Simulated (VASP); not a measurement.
# WS2 in VASP: further runs, part 2 of 2

VASP 6.6.1. The steps go on from the part before.

## 3. Single point, LDA

This run uses another cell than the first one, of 49.72 Å³/atom, 0.586 times its volume.

INCAR

```
SYSTEM = WS2
PREC = Accurate
ENCUT = 520
EDIFF = 1E-6
ISMEAR = 0
SIGMA = 0.03
LREAL = .False.
LASPH = .True.
NELM = 100
ALGO = Fast
ISIF = 2
LWAVE = .False.
LCHARG = .True.
LDIPOL = .True.
IDIPOL = 3
DIPOL = 0.5 0.5 0.500
LELF = .True.
LVHAR = .True.
LVACPOTAV = .True.
NBANDS = 20
```

KPOINTS

```
regular mesh
0
Gamma
  12 12 1
  0 0 0
```

POSCAR

```
WS2
1.0
    3.1700000000      0.0000000000      0.0000000000
   -1.5850000000      2.7453005300      0.0000000000
    0.0000000000      0.0000000000     17.1400000000
S W
2 1
Direct
    0.6666670000      0.3333330000      0.4084014002
    0.6666670000      0.3333330000      0.5915985998
    0.3333330000      0.6666670000      0.5000000000
```

Potentials or basis: VASP PAW LDA potentials, release 64 (S, W_sv).

On the command line:

```
$ cat potpaw_LDA.64/S/POTCAR potpaw_LDA.64/W_sv/POTCAR > POTCAR
$ mpirun -np 1 vasp_std > vasp.out
```

OUTCAR:

```text
SYSTEM = WS2
   PREC = Accurate
   ENCUT = 520
   EDIFF = 1E-6
   ISMEAR = 0
   LREAL = .False.
   LASPH = .True.
   NELM = 100
   ISIF = 2

 ion  position               nearest neighbor table
   1  0.667  0.333  0.408-   3 2.41   3 2.41   3 2.41
   2  0.667  0.333  0.592-   3 2.41   3 2.41   3 2.41
   3  0.333  0.667  0.500-   1 2.41   2 2.41   1 2.41   2 2.41   1 2.41   2 2.41

  LATTYP: Found a hexagonal cell.
 ALAT       =     3.1700000000
 C/A-ratio  =     5.4069400631

  Lattice vectors:

 A1 = (   3.1700000000,   0.0000000000,   0.0000000000)
 A2 = (  -1.5850000000,   2.7453005300,   0.0000000000)
 A3 = (   0.0000000000,   0.0000000000,  17.1400000000)

Analysis of symmetry for initial positions (statically):
=====================================================================
 Subroutine PRICEL returns:
 Original cell was already a primitive cell.

 Routine SETGRP: Setting up the symmetry group for a
 hexagonal supercell.

 Subroutine GETGRP returns: Found 12 space group operations
 (whereof 12 operations were pure point group operations)
 out of a pool of 24 trial point group operations.

The static configuration has the point symmetry D_3h.

Analysis of symmetry for dynamics (positions and initial velocities):
=====================================================================
 Subroutine PRICEL returns:
 Original cell was already a primitive cell.

 Routine SETGRP: Setting up the symmetry group for a
 hexagonal supercell.

 Subroutine GETGRP returns: Found 12 space group operations
 (whereof 12 operations were pure point group operations)
 out of a pool of 24 trial point group operations.

The dynamic configuration has the point symmetry D_3h.

 Subroutine INISYM returns: Found 12 space group operations
 (whereof 12 operations are pure point group operations),
 and found     1 'primitive' translations

----------------------------------------------------------------------------------------

                                     Primitive cell

  volume of cell :     149.1626

  direct lattice vectors                    reciprocal lattice vectors
     3.170000000  0.000000000  0.000000000     0.315457413  0.182129422  0.000000000
    -1.585000000  2.745300530  0.000000000     0.000000000  0.364258845  0.000000000
     0.000000000  0.000000000 17.140000000     0.000000000  0.000000000  0.058343057

  length of vectors
     3.170000000  3.170000000 17.140000000     0.364258845  0.364258845  0.058343057

  position of ions in fractional coordinates (direct lattice)
     0.666667000  0.333333000  0.408401400
     0.666667000  0.333333000  0.591598600
     0.333333000  0.666667000  0.500000000

  ion indices of the primitive-cell ions
   primitive index   ion index
                 1           1
                 2           2
                 3           3

----------------------------------------------------------------------------------------

 KPOINTS: regular mesh

Automatic generation of k-mesh.
 Grid dimensions read from file:
 generate k-points for:   12   12    1

 Generating k-lattice:

  Cartesian coordinates                     Fractional coordinates (reciprocal lattice)
     0.026288118  0.015177452  0.000000000     0.083333333  0.000000000  0.000000000
     0.000000000  0.030354904  0.000000000     0.000000000  0.083333333  0.000000000
     0.000000000  0.000000000  0.058343057     0.000000000  0.000000000  1.000000000

  Length of vectors
     0.030354904  0.030354904  0.058343057

  Shift w.r.t. Gamma in fractional coordinates (k-lattice)
     0.000000000  0.000000000  0.000000000

 Subroutine IBZKPT returns following result:
 ===========================================

 Found     19 irreducible k-points:

 Following reciprocal coordinates:
            Coordinates               Weight
  0.000000  0.000000  0.000000      1.000000
  0.083333  0.000000  0.000000      6.000000
  0.166667  0.000000  0.000000      6.000000
  0.250000  0.000000  0.000000      6.000000
  0.333333 -0.000000  0.000000      6.000000
  0.416667  0.000000  0.000000      6.000000
[... 11 lines left out ...]
  0.333333  0.250000  0.000000     12.000000
  0.333333  0.333333  0.000000      2.000000
   k-points           NKPTS =     19   k-points in BZ     NKDIM =     19   number of bands    NBANDS=     20
   number of dos      NEDOS =    301   number of ions     NIONS =      3
   total plane-waves  NPLWV =  73728
   dimension x,y,z NGX =    24 NGY =   24 NGZ =  128
   dimension x,y,z NGXF=    48 NGYF=   48 NGZF=  256
   ions per type =               2   1
   NGX,Y,Z   is equivalent  to a cutoff of  12.59, 12.59, 12.42 a.u.
   NGXF,Y,Z  is equivalent  to a cutoff of  25.17, 25.17, 24.83 a.u.
 SYSTEM =  WS2
   PREC   = accura    normal or accurate (medium, high low for compatibility)
   ISTART =      0    job   : 0-new  1-cont  2-samecut
   ICHARG =      2    charge: 1-file 2-atom 10-const
   ISPIN  =      1    spin polarized calculation?
   LNONCOLLINEAR =      F non collinear calculations
   LSORBIT =      F    spin-orbit coupling
   LASPH  =      T    aspherical Exc in radial PAW
   ENCUT  =  520.0 eV  38.22 Ry    6.18 a.u.   5.89  5.89 31.87*2*pi/ulx,y,z
   NELM   =    100;   NELMIN=  2; NELMDL= -5     # of ELM steps
   EDIFF  = 0.1E-05   stopping-criterion for ELM
   LREAL  =      F    real-space projection
   EDIFFG = 0.1E-04   stopping-criterion for IOM
   NSW    =      0    number of steps for IOM
   IBRION =     -1    ionic relax: 0-MD 1-quasi-New 2-CG
   NFREE  =      0    steps in history (QN), initial steepest desc. (CG)
   ISIF   =      2    stress and relaxation
   ISYM   =      2    0-nonsym 1-usesym 2-fastsym
   POTIM  = 0.5000    time-step for ionic-motion
   TEBEG  =    0.0;   TEEND  =   0.0 temperature during run
   PSTRESS=    0.0 pullay stress
   NELECT =      26.0000    total number of electrons
   NUPDOWN=      -1.0000    fix difference up-down
   EMIN   =  10.00;   EMAX   =-10.00  energy-range for DOS
   EFERMI =   0.00;   METHOD = LEGACY
   ISMEAR =     0;   SIGMA  =   0.03  broadening in eV -4-tet -1-fermi 0-gaus
   EFERMI_NEDOS =   21; number of points for ismear=-14 and -15
   IALGO  =     68    algorithm
   IMIX   =      4    mixing-type and parameters
     AMIX     =   0.40;   BMIX     =  1.00
     AMIX_MAG =   1.60;   BMIX_MAG =  1.00
  volume/ion in A,a.u.               =      49.72       335.53
  Fermi-wavevector in a.u.,A,eV,Ry     =   0.914491  1.728137 11.378460  0.836293
  Thomas-Fermi vector in A             =   2.039124
   LORBIT       =      0    0 simple, 1 ext, 2 COOP (PROOUT), +10 PAW based schemes
   GGA     = CA    functional components
   LHFCALC =     F    Hartree Fock is set to
   AEXX    =    0.0000 exact exchange contribution
   IVDW    =     0    specifies the selected vdW correction
   LEPSILON=     F    determine dielectric tensor
   LRPA    =     F    only Hartree local field effects (RPA)
 non-spin polarized calculation
 RMM-DIIS sequential band-by-band and
 Gauss-broadening in eV      SIGMA  =   0.03
  energy-cutoff  :      520.00
  volume of cell :      149.16
 maximum number of plane-waves:      4044
 NGX is ok and might be reduce to    24
   NGX = 11   NGY = 11   NGZ = 63

 number of electron      25.9999999 magnetization

 dipolmoment           0.000000      0.000000     -0.000000 electrons x Angstroem

 Free energy of the ion-electron system (eV)
  ---------------------------------------------------
  ext. energy  EPLUGINS =         0.00000000
  ---------------------------------------------------
  free energy    TOTEN  =       -26.12451445 eV

  energy without entropy =      -26.12451445  energy(sigma->0) =      -26.12451445

 E-fermi :  -1.0626     XC(G=0):  -4.6124

 val. band max:       -1.4445186796   @ k =   0.3333   0.3333   0.0000
 cond. band min:       0.4141858058   @ k =   0.3333   0.3333   0.0000
 fundamental gap:      1.8587044854
 Fermi energy:        -1.0625758674

 k-point     1 :       0.0000    0.0000    0.0000
  band No.  band energies     occupation
      1     -74.9768      2.00000
      2     -39.4926      2.00000
      3     -39.3166      2.00000
      4     -39.3166      2.00000
      5     -16.1245      2.00000
      6     -14.4723      2.00000
[... 12 lines left out ...]
     19       4.2329      0.00000
[... 398 lines left out ...]
      4     -39.4191      2.00000
      5     -13.6139      2.00000
      6     -13.5384      2.00000
[... 12 lines left out ...]
     19       5.6758      0.00000
     20       7.8132      0.00000

------------------------ aborting loop because EDIFF is reached ----------------------------------------

  FORCE on cell =-STRESS in cart. coord.  units (eV):
  Direction    XX          YY          ZZ          XY          YZ          ZX
  --------------------------------------------------------------------------------------
  -------------------------------------------------------------------------------------
  Total       -1.8614736     -1.8614736     -1.5038596      0.0000000      0.0000000      0.0000000
  in kB      -19.9943589    -19.9943589    -16.1531755      0.0000000      0.0000000      0.0000000
  external PRESSURE =     -18.7139644 kB  Pullay stress =       0.0000000 kB

 VOLUME and BASIS-vectors are now :
 -----------------------------------------------------------------------------
  energy-cutoff  :      520.00
  volume of cell :      149.16
      direct lattice vectors                 reciprocal lattice vectors
     3.170000000  0.000000000  0.000000000     0.315457413  0.182129422  0.000000000
    -1.585000000  2.745300530  0.000000000     0.000000000  0.364258845  0.000000000
     0.000000000  0.000000000 17.140000000     0.000000000  0.000000000  0.058343057

 POSITION                                       TOTAL-FORCE (eV/Angst)
 -----------------------------------------------------------------------------------
      1.58500      0.91510      7.00000         0.000000     -0.000000      0.470399
      1.58500      0.91510     10.14000         0.000000     -0.000000     -0.470399
     -0.00000      1.83020      8.57000        -0.000000      0.000000      0.000000
 -----------------------------------------------------------------------------------
    total drift:                                0.000168     -0.000097      0.000000

  FREE ENERGIE OF THE ION-ELECTRON SYSTEM (eV)
  ---------------------------------------------------
  free  energy   TOTEN  =       -26.1245144488 eV

  energy  without entropy=      -26.1245144488  energy(sigma->0) =      -26.12451445

 vacuum level on the upper side and lower side of the slab         4.509         4.509
```

It took 47 s on 1 thread of Intel Xeon Platinum 8559C (Emerald Rapids), shared host; peak memory 0.23 GiB.

What came out:

```yaml
Free_energy: -26.1245 eV
Largest_force: 0.470 eV/Å
Band_gap_on_the_k_mesh: 1.86 eV, direct
Ionisation_potential_of_the_upper_face: 5.95 eV
```

Forces on the atoms (eV/Å):
```
S    0.000  0.000  0.470
S    0.000  0.000 -0.470
W    0.000  0.000  0.000
```

Caveat: spin-orbit coupling is left out, which moves the levels of the heavy elements. Expect the measured gap to be larger: semilocal functionals such as LDA lack the derivative discontinuity.
